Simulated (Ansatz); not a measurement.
## Abstraction of H: SnH3(CN) + C4H9 → SnH2(CN) + C4H10

Species: SnH3(CN), singlet; C4H9 (1-butyl radical) `[CH2]CCC`, doublet; SnH2(CN), doublet; C4H10 (butane) `CCCC`, singlet. A radical takes H: the energy is the difference in strength between the Sn–H bond broken and the C–H bond made.

Shapes, held fixed at every level: PBE0-D4/def2-TZVP. Flexible molecules stand in one conformer, not always the lowest. Programs: Ansatz 0.2.0. The zero-point and thermal change to 298 K, harmonic and unscaled (PBE0-D4/def2-TZVP), is +16.7 kJ/mol.

Q: Estimate ΔH(298 K) of this reaction.

A: MP2/def2-TZVPP gives ΔH(298 K) = -106.6 kJ/mol; the levels span -108.5 to -77.9. The median of the levels is -98.3. No measured value is set beside it here. Open shells run unrestricted unless RO is named. For atoms past krypton def2 sets carry core potentials with scalar relativity. Correlated rows may include outer-core shells of Sn, which these sets cover unevenly. Times are processor times on shared x86 and Arm servers, and rough.

```csv
level,kind,ΔH(298 K) (kJ/mol),CPU time (sum over the molecules)
HF/def2-TZVPP,Hartree–Fock,-77.9,–
r2SCAN-D4/def2-TZVPP,meta-GGA,-97.0,58 s
r2SCAN0-D4/def2-TZVPP,global hybrid,-95.7,74 s
wB97M-V/def2-TZVPP,range-separated hybrid,-106.4,2.5 min
wB97X-V/def2-TZVPP,range-separated hybrid,-98.3,1.8 min
CCSD(T)/def2-SVP,coupled cluster or CI,-108.5,2 min
MP2/def2-TZVPP,perturbation theory,-106.6,–
```

Every level makes hydrogen transfer from tin to the primary alkyl radical strongly exothermic, so the Sn–H bond is clearly weaker than the terminal C–H bond of butane that replaces it. The cause lies mainly in orbital size and energy: the diffuse 5s and 5p orbitals of tin overlap less well with hydrogen 1s than the compact valence orbitals of carbon do. The vibrational contribution works against the reaction, because a stiff C–H oscillator replaces a softer Sn–H one, but it offsets only a small part of the electronic driving force.

Hartree–Fock gives the least exothermic value, -77.9 kJ/mol, probably because it misses more correlation energy in the compact C–H bond pair than in the Sn–H pair. The sign is therefore secure, while the exact size of the bond-strength difference is less so. This driving force fits the familiar role of tin hydrides as hydrogen donors to alkyl radicals, though the speed of the transfer also depends on a barrier that reaction enthalpies alone do not give.
